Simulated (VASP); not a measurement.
# GaAs (F-43m) in VASP: further runs

One crystal, GaAs, is run at these levels: PBE; tasks: relaxation of cell and atoms, single point.

All numbers are computed with VASP 6.6.1; they aren't measurements. Logs are shortened: lines on timing, memory, paths and dates and some standing lists are left out, and cuts for length are marked.

**What was measured.**

From “Evidence of valence band perturbations in GaAsN/GaAs(001): A combined variable-angle spectroscopic ellipsometry and modulated photoreflectance investigation”, 2008, arxiv:0805.2212, for a bulk crystal of GaAs at 300 K: band gap 1.418 ± 0.005 eV (direct).

The runs below are set against these values where they give the same quantity.

## Step 1: Starting point

Symmetry: F-43m, No. 216, cubic system. Conventional cell: a = 5.654 Å, b = 5.654 Å, c = 5.654 Å, α = 90.00°, β = 90.00°, γ = 90.00°. Ga (site symmetry -43m) has 4 As at 2.45 Å as nearest neighbours. As (site symmetry -43m) is surrounded by 4 Ga at 2.45 Å.

## Step 2: Relaxation of cell and atoms, PBE

INCAR

```
SYSTEM = GaAs
PREC     = Accurate       ! precision mode
ENCUT    = 600            ! plane-wave cutoff, eV
EDIFF    = 1E-6           ! SCF threshold, eV
ISMEAR   = 0              ! smearing method
SIGMA    = 0.02           ! smearing width, eV
LREAL    = .FALSE.        ! projectors in reciprocal space
LASPH    = .TRUE.         ! aspherical terms in the spheres
NELM     = 80             ! most SCF steps
ALGO     = Normal         ! electronic algorithm
ISIF     = 3              ! what is computed and relaxed
LWAVE    = .FALSE.        ! write WAVECAR
LCHARG   = .FALSE.        ! write CHGCAR
GGA      = PE             ! functional
IBRION   = 2              ! ionic algorithm
NSW      = 100            ! ionic steps
EDIFFG   = -0.005         ! ionic threshold
```

KPOINTS

```
Automatic mesh
0
G
  12 12 12
  0 0 0
```

POSCAR

```
GaAs
1.0
    0.0000000000      2.8268500000      2.8268500000
    2.8268500000      0.0000000000      2.8268500000
    2.8268500000      2.8268500000      0.0000000000
Ga As
1 1
Direct
    0.0000000000      0.0000000000      0.0000000000
    0.2500000000      0.2500000000      0.2500000000
```

Potentials or basis: VASP PAW PBE potentials, release 64 (Ga_d, As).

Started as:

```
> cat potpaw_PBE.64/Ga_d/POTCAR potpaw_PBE.64/As/POTCAR > POTCAR
> mpirun -np 1 vasp_std > vasp.out
```

OUTCAR:

```text
SYSTEM = GaAs
   PREC = Accurate
   ENCUT = 600
   EDIFF = 1E-6
   ISMEAR = 0
   LREAL = .FALSE.
   LASPH = .TRUE.
   NELM = 80
   ISIF = 3
   GGA = PE
   IBRION = 2
   NSW = 100
   EDIFFG = -0.005

 ion  position               nearest neighbor table
   1  0.000  0.000  0.000-   2 2.45   2 2.45   2 2.45   2 2.45
   2  0.250  0.250  0.250-   1 2.45   1 2.45   1 2.45   1 2.45

  LATTYP: Found a face centered cubic cell.
 ALAT       =     5.6537000000

  Lattice vectors:

 A1 = (   0.0000000000,   2.8268500000,   2.8268500000)
 A2 = (   2.8268500000,   0.0000000000,   2.8268500000)
 A3 = (   2.8268500000,   2.8268500000,   0.0000000000)

Analysis of symmetry for initial positions (statically):
=====================================================================
 Subroutine PRICEL returns:
 Original cell was already a primitive cell.

 Routine SETGRP: Setting up the symmetry group for a
 face centered cubic supercell.

 Subroutine GETGRP returns: Found 24 space group operations
 (whereof 24 operations were pure point group operations)
 out of a pool of 48 trial point group operations.

The static configuration has the point symmetry T_d .

Analysis of symmetry for dynamics (positions and initial velocities):
=====================================================================
 Subroutine PRICEL returns:
 Original cell was already a primitive cell.

 Routine SETGRP: Setting up the symmetry group for a
 face centered cubic supercell.

 Subroutine GETGRP returns: Found 24 space group operations
 (whereof 24 operations were pure point group operations)
 out of a pool of 48 trial point group operations.

The dynamic configuration has the point symmetry T_d .

 Subroutine INISYM returns: Found 24 space group operations
 (whereof 24 operations are pure point group operations),
 and found     1 'primitive' translations

----------------------------------------------------------------------------------------

                                     Primitive cell

  volume of cell :      45.1792

  direct lattice vectors                    reciprocal lattice vectors
     0.000000000  2.826850000  2.826850000    -0.176875321  0.176875321  0.176875321
     2.826850000  0.000000000  2.826850000     0.176875321 -0.176875321  0.176875321
     2.826850000  2.826850000  0.000000000     0.176875321  0.176875321 -0.176875321

  length of vectors
     3.997769609  3.997769609  3.997769609     0.306357042  0.306357042  0.306357042

  position of ions in fractional coordinates (direct lattice)
     0.000000000  0.000000000  0.000000000
     0.250000000  0.250000000  0.250000000

  ion indices of the primitive-cell ions
   primitive index   ion index
                 1           1
                 2           2

----------------------------------------------------------------------------------------

 KPOINTS: Automatic mesh

Automatic generation of k-mesh.
 Grid dimensions read from file:
 generate k-points for:   12   12   12

 Generating k-lattice:

  Cartesian coordinates                     Fractional coordinates (reciprocal lattice)
    -0.014739610  0.014739610  0.014739610     0.083333333  0.000000000  0.000000000
     0.014739610 -0.014739610  0.014739610     0.000000000  0.083333333  0.000000000
     0.014739610  0.014739610 -0.014739610     0.000000000  0.000000000  0.083333333

  Length of vectors
     0.025529753  0.025529753  0.025529753

  Shift w.r.t. Gamma in fractional coordinates (k-lattice)
     0.000000000  0.000000000  0.000000000

 Subroutine IBZKPT returns following result:
 ===========================================

 Found     72 irreducible k-points:

 Following reciprocal coordinates:
            Coordinates               Weight
  0.000000  0.000000  0.000000      1.000000
  0.083333  0.000000  0.000000      8.000000
  0.166667  0.000000  0.000000      8.000000
  0.250000  0.000000  0.000000      8.000000
  0.333333  0.000000  0.000000      8.000000
  0.416667  0.000000  0.000000      8.000000
[... 16 lines left out ...]
  0.500000  0.166667  0.000000     24.000000
 -0.416667  0.166667  0.000000     24.000000
 [... further k-points ...]
   k-points           NKPTS =     72   k-points in BZ     NKDIM =     72   number of bands    NBANDS=     13
   number of dos      NEDOS =    301   number of ions     NIONS =      2
   total plane-waves  NPLWV =  32768
   dimension x,y,z NGX =    32 NGY =   32 NGZ =   32
   dimension x,y,z NGXF=    64 NGYF=   64 NGZF=   64
   ions per type =               1   1
   NGX,Y,Z   is equivalent  to a cutoff of  13.31, 13.31, 13.31 a.u.
   NGXF,Y,Z  is equivalent  to a cutoff of  26.61, 26.61, 26.61 a.u.
 SYSTEM =  GaAs
   PREC   = accura    normal or accurate (medium, high low for compatibility)
   ISTART =      0    job   : 0-new  1-cont  2-samecut
   ICHARG =      2    charge: 1-file 2-atom 10-const
   ISPIN  =      1    spin polarized calculation?
   LNONCOLLINEAR =      F non collinear calculations
[... 57 lines left out ...]

  FORCE on cell =-STRESS in cart. coord.  units (eV):
  Direction    XX          YY          ZZ          XY          YZ          ZX
  --------------------------------------------------------------------------------------
  -------------------------------------------------------------------------------------
  Total        0.9746439      0.9746439      0.9746439      0.0000000      0.0000000     -0.0000000
  in kB       34.5635430     34.5635430     34.5635430      0.0000000      0.0000000     -0.0000000
  external PRESSURE =      34.5635430 kB  Pullay stress =       0.0000000 kB

 VOLUME and BASIS-vectors are now :
 -----------------------------------------------------------------------------
  energy-cutoff  :      600.00
  volume of cell :       45.18
      direct lattice vectors                 reciprocal lattice vectors
     0.000000000  2.826850000  2.826850000    -0.176875321  0.176875321  0.176875321
     2.826850000  0.000000000  2.826850000     0.176875321 -0.176875321  0.176875321
     2.826850000  2.826850000  0.000000000     0.176875321  0.176875321 -0.176875321
[... 145 lines left out ...]
 POSITION                                       TOTAL-FORCE (eV/Angst)
 -----------------------------------------------------------------------------------
      2.87431      2.87431     -0.00000        -0.000000     -0.000000     -0.000000
      1.43715      1.43715      1.43715         0.000000      0.000000      0.000000
 -----------------------------------------------------------------------------------
    total drift:                                0.000002      0.000002      0.000002

  FREE ENERGIE OF THE ION-ELECTRON SYSTEM (eV)
  ---------------------------------------------------
  free  energy   TOTEN  =        -8.2758764350 eV

  energy  without entropy=       -8.2758764350  energy(sigma->0) =       -8.27587644

--------------------------------------- Ionic step        6  -------------------------------------------

 number of electron      17.9999995 magnetization

 Free energy of the ion-electron system (eV)
  ---------------------------------------------------
  ext. energy  EPLUGINS =         0.00000000
  ---------------------------------------------------
  free energy    TOTEN  =        -8.27587820 eV

  energy without entropy =       -8.27587820  energy(sigma->0) =       -8.27587820

 E-fermi :   3.5504     XC(G=0):  -9.3648

 val. band max:        3.4729708222   @ k =   0.0000   0.0000   0.0000
 cond. band min:       3.6231564877   @ k =   0.0000   0.0000   0.0000
 fundamental gap:      0.1501856655
 Fermi energy:         3.5504137408

 k-point     1 :       0.0000    0.0000    0.0000
  band No.  band energies     occupation
      1     -11.2503      2.00000
      2     -11.2503      2.00000
      3     -11.2503      2.00000
      4     -11.1827      2.00000
      5     -11.1827      2.00000
      6      -8.9044      2.00000
      7       3.4730      2.00000
      8       3.4730      2.00000
      9       3.4730      2.00000
     10       3.6232      0.00000
     11       7.1886      0.00000
     12       7.1886      0.00000
     13       7.1886      0.00000

 k-point     2 :       0.0833    0.0000    0.0000
  band No.  band energies     occupation
      1     -11.2552      2.00000
      2     -11.2490      2.00000
      3     -11.2490      2.00000
      4     -11.1828      2.00000
      5     -11.1828      2.00000
      6      -8.8285      2.00000
      7       2.1889      2.00000
      8       3.3685      2.00000
      9       3.3685      2.00000
     10       4.5755      0.00000
     11       7.3147      0.00000
[... 339 lines left out ...]
 k-point    24 :      -0.4167    0.1667    0.0000
  band No.  band energies     occupation
      1     -11.3189      2.00000
      2     -11.2307      2.00000
      3     -11.2280      2.00000
      4     -11.1832      2.00000
      5     -11.1803      2.00000
      6      -7.1165      2.00000
      7      -2.7752      2.00000
      8       0.8059      2.00000
      9       2.0951      2.00000
     10       5.7039      0.00000
     11       7.9829      0.00000
     12       8.9454      0.00000
     13      11.1929      0.00000

 [... further k-points ...]
[... 5 lines left out ...]
  --------------------------------------------------------------------------------------
  -------------------------------------------------------------------------------------
  Total       -0.0019562     -0.0019562     -0.0019562      0.0000000      0.0000000     -0.0000000
  in kB       -0.0659838     -0.0659838     -0.0659838      0.0000000      0.0000000     -0.0000000
  external PRESSURE =      -0.0659838 kB  Pullay stress =       0.0000000 kB

 VOLUME and BASIS-vectors are now :
 -----------------------------------------------------------------------------
  energy-cutoff  :      600.00
  volume of cell :       47.50
      direct lattice vectors                 reciprocal lattice vectors
    -0.000000000  2.874430786  2.874430786    -0.173947483  0.173947483  0.173947483
     2.874430786  0.000000000  2.874430786     0.173947483 -0.173947483  0.173947483
     2.874430786  2.874430786 -0.000000000     0.173947483  0.173947483 -0.173947483

 POSITION                                       TOTAL-FORCE (eV/Angst)
 -----------------------------------------------------------------------------------
      0.00000      0.00000      0.00000         0.000000      0.000000      0.000000
      1.43722      1.43722      1.43722        -0.000000     -0.000000     -0.000000
 -----------------------------------------------------------------------------------
    total drift:                                0.000002      0.000002      0.000002

  FREE ENERGIE OF THE ION-ELECTRON SYSTEM (eV)
  ---------------------------------------------------
  free  energy   TOTEN  =        -8.2758781966 eV

  energy  without entropy=       -8.2758781966  energy(sigma->0) =       -8.27587820

 reached required accuracy - stopping structural energy minimisation
```

Wall time 75 s (1 thread of AMD EPYC 9R14 (Zen 4), shared host); peak memory 0.19 GiB.

What came out:

```
Free energy                            : -8.2759 eV
Relaxed volume                         : 23.75 Å³/atom
Relaxed cell                           : a = 4.065 Å, b = 4.065 Å, c = 4.065 Å, α = 60.00°, β = 60.00°, γ = 60.00°
Space group after relaxing (to 0.05 Å) : F-43m (No. 216)
Energy gained by relaxing              : 12.1 meV/atom
Ionic steps                            : 6
Pressure after relaxing                : 0.0 GPa
Band gap on the k mesh                 : 0.15 eV, direct
```

Step by step:
```
step  energy change (eV)  largest force (eV/Å)  pressure (GPa)  volume (Å³)
   1              0.0000                0.0000            3.46        45.18
   2             -0.0211                0.0000           -1.03        48.44
   3             -0.0243                0.0000           -0.06        47.54
   4             -0.0243                0.0000            0.08        47.49
   5             -0.0243                0.0000            0.07        47.49
   6             -0.0243                0.0000           -0.01        47.50
```

Final structure:
```
CELL_PARAMETERS angstrom
0.00000 2.87443 2.87443
2.87443 0.00000 2.87443
2.87443 2.87443 0.00000
ATOMIC_POSITIONS crystal
Ga 0.00000 0.00000 0.00000
As 0.25000 0.25000 0.25000
```

## Step 3: Single point, PBE

INCAR

```
  ALGO = Normal
  EDIFF = 1E-7
  ENCUT = 520
  GGA = PE
  ISIF = 2
  ISMEAR = 0
  LASPH = T
  LCHARG = F
  LREAL = F
  LWAVE = F
  NBANDS = 16
  NELM = 60
  PREC = Accurate
  SIGMA = 0.1
```

KPOINTS

```
k-points
0
Gamma
  6 6 6
```

POSCAR is that of step 2.

Potentials or basis: VASP PAW PBE potentials, release 64 (Ga_d, As).

Started as:

```
> cat potpaw_PBE.64/Ga_d/POTCAR potpaw_PBE.64/As/POTCAR > POTCAR
> mpirun -np 1 vasp_std > vasp.out
```

Wall time 10 s (1 thread of AMD EPYC 9R14 (Zen 4), shared host); peak memory 0.13 GiB.

Results (log left out):

```yaml
Free_energy: -8.2270 eV
Pressure: 3.5 GPa
Band_gap_on_the_k_mesh: 0.52 eV, direct
```

Levels at points of the mesh, in eV from the valence-band top:
```tsv
k point	band 5	band 6	band 7	band 8	band 9	band 10	band 11	band 12	band 13	band 14
(0.00, 0.00, 0.00)	-14.74	-12.73	0.00	0.00	0.00	0.52	3.72	3.72	3.72	7.59
(0.50, 0.00, 0.00)	-14.74	-10.96	-6.64	-1.14	-1.14	1.00	4.63	4.63	7.75	10.40
(0.50, 0.50, 0.00)	-14.73	-10.22	-6.82	-2.68	-2.68	1.46	1.65	10.16	10.16	10.98
```

## Step 4: Single point, PBE (the perfect crystal in a cell of 32 atoms)

INCAR

```
  PREC = Accurate
  ENCUT = 520
  EDIFF = 1E-7
  ISMEAR = 0
  SIGMA = 0.02
  LREAL = Auto
  LASPH = T
  NELM = 100
  ALGO = Fast
  ISIF = 2
  LWAVE = F
  LCHARG = T
  GGA = PE
  LELF = T
  LVHAR = T
  NBANDS = 166
```

KPOINTS

```
Automatic mesh
0
Gamma
  2 2 2
  0.5 0.5 0.5
```

POSCAR

```
GaAs
1.0
   -5.7453846526     -5.7453846526      5.7453846526
    5.7453846526     -5.7453846526     -5.7453846526
    5.7453846526      5.7453846526      5.7453846526
Ga As
16 16
Direct
    0.2500000000      0.5000000000      0.2500000000
    0.0000000000      0.5000000000      0.5000000000
    0.5000000000      0.2500000000      0.2500000000
    0.2500000000      0.2500000000      0.5000000000
    0.0000000000      0.2500000000      0.7500000000
    0.7500000000      0.5000000000      0.7500000000
    0.5000000000      0.5000000000      0.0000000000
    0.0000000000      0.7500000000      0.2500000000
    0.7500000000      0.0000000000      0.2500000000
    0.5000000000      0.0000000000      0.5000000000
    0.2500000000      0.0000000000      0.7500000000
    0.0000000000      0.0000000000      0.0000000000
    0.7500000000      0.2500000000      0.0000000000
    0.7500000000      0.7500000000      0.5000000000
    0.5000000000      0.7500000000      0.7500000000
    0.2500000000      0.7500000000      0.0000000000
    0.2500000000      0.7500000000      0.2500000000
    0.0000000000      0.7500000000      0.5000000000
    0.5000000000      0.5000000000      0.2500000000
    0.2500000000      0.5000000000      0.5000000000
    0.0000000000      0.5000000000      0.7500000000
    0.7500000000      0.7500000000      0.7500000000
    0.5000000000      0.7500000000      0.0000000000
    0.0000000000      0.0000000000      0.2500000000
    0.7500000000      0.2500000000      0.2500000000
    0.5000000000      0.2500000000      0.5000000000
    0.2500000000      0.2500000000      0.7500000000
    0.0000000000      0.2500000000      0.0000000000
    0.7500000000      0.5000000000      0.0000000000
    0.7500000000      0.0000000000      0.5000000000
    0.5000000000      0.0000000000      0.7500000000
    0.2500000000      0.0000000000      0.0000000000
```

Started as:

```
> cat potpaw_PBE.64/Ga_d/POTCAR potpaw_PBE.64/As/POTCAR > POTCAR
> mpirun -np 1 vasp_std > vasp.out
```

It took 7.7 min on 1 thread of Intel Xeon 6975P-C (Granite Rapids), shared host; peak memory 1 GiB.

The run converged. Its results:

- Free energy: -132.3982 eV
- Pressure: 0.3 GPa
- Band gap on the k mesh: 1.90 eV

Levels at points of the mesh, in eV from the valence-band top:
```csv
k point,band 140,band 141,band 142,band 143,band 144,band 145,band 146,band 147,band 148,band 149
"(0.25, 0.25, 0.25)",-0.02,-0.02,-0.02,-0.02,-0.02,1.90,1.90,1.90,1.90,2.80
```

A k mesh can miss the band edges.

## Step 5: Single point, PBE

This run uses another cell than the first one, of 23.71 Å³/atom, 1.049 times its volume.

INCAR

```
ALGO = Fast
EDIFF = 1E-6
ENCUT = 520
GGA = PE
ISIF = 2
ISMEAR = 0
LASPH = True
LCHARG = True
LELF = True
LREAL = False
LVHAR = True
LWAVE = False
NBANDS = 16
NELM = 100
PREC = Accurate
SIGMA = 0.02
```

KPOINTS

```
k-points
0
Gamma
  12 12 12
```

POSCAR

```
GaAs
1.0
    0.0000000000      2.8726923263      2.8726923263
    2.8726923263      0.0000000000      2.8726923263
    2.8726923263      2.8726923263      0.0000000000
Ga As
1 1
Direct
    0.0000000000      0.0000000000      0.0000000000
    0.2500000000      0.2500000000      0.2500000000
```

Started as:

```
> cat potpaw_PBE.64/Ga_d/POTCAR potpaw_PBE.64/As/POTCAR > POTCAR
> mpirun -np 1 vasp_std > vasp.out
```

It took 24 s on 1 thread of Intel Xeon 6975P-C (Granite Rapids), shared host; peak memory 0.2 GiB.

The run converged. Its results:

| Property | Result |
| --- | --- |
| Free energy | -8.2763 eV |
| Pressure | 0.3 GPa |
| Band gap on the k mesh | 0.16 eV, direct |

Levels at points of the mesh, in eV from the valence-band top:
```csv
k point,band 6,band 7,band 8,band 9,band 10,band 11,band 12,band 13
"(0.00, 0.00, 0.00)",-12.39,0.00,0.00,0.00,0.16,3.72,3.72,3.72
"(0.50, 0.00, 0.00)",-10.77,-6.38,-1.07,-1.07,0.87,4.62,4.62,7.70
"(0.50, 0.50, 0.00)",-10.09,-6.60,-2.51,-2.51,1.55,1.67,9.79,9.79
```

## Step 6: The runs side by side

| task | cell | k mesh | cutoff (eV) | smearing | gap on the mesh (eV) | pressure (GPa) |
| --- | --- | --- | --- | --- | --- | --- |
| relaxation of cell and atoms | relaxed | 12 × 12 × 12 | 600 | gaussian 0.02 eV | 0.15 | 0.0 |
| single point | F-43m, 22.59 Å³/atom | 6 × 6 × 6 | 520 | gaussian 0.1 eV | 0.52 | 3.5 |
| single point | the perfect crystal in a cell of 32 atoms | 2 × 2 × 2, shifted | 520 | gaussian 0.02 eV | 1.90 | 0.3 |
| single point | F-43m, 23.71 Å³/atom | 12 × 12 × 12 | 520 | gaussian 0.02 eV | 0.16 | 0.3 |

Alike in all rows: level PBE; potentials or basis VASP PAW PBE potentials, release 64 (Ga_d, As); no spin polarisation.

Absolute energies hang on the potentials; compare differences alone.

## Step 7: Against experiment

Step 3. Measured gap of GaAs: 1.418 eV (direct; 300 K; “Evidence of valence band perturbations in GaAsN/GaAs(001): A combined variable-angle spectroscopic ellipsometry and modulated photoreflectance investigation”, 2008, arxiv:0805.2212). This calculation gives 0.52 eV (-0.90 eV). 3 values of this kind are on record (1.412 to 1.51 eV); this one was drawn at random among those near their median, those with a stated uncertainty first. Spin-orbit coupling on As, Ga is left out. The value is that of PBE on a finite k mesh, which can miss the band edges, without temperature or zero-point motion. Semilocal functionals fall short of measured gaps as a rule.

Step 5. Against the measured gap of GaAs, 1.418 eV (direct; 300 K; “Evidence of valence band perturbations in GaAsN/GaAs(001): A combined variable-angle spectroscopic ellipsometry and modulated photoreflectance investigation”, 2008, arxiv:0805.2212), the calculated 0.16 eV is off by -1.25 eV. So large a miss can be the level of theory's own, or it may mean another phase, state or a wrong row. 3 values of this kind are on record (1.412 to 1.51 eV); this one was drawn at random among those near their median, those with a stated uncertainty first. Spin-orbit coupling on As, Ga is left out. The value is that of PBE, without temperature or zero-point motion. Semilocal functionals fall short of measured gaps as a rule.
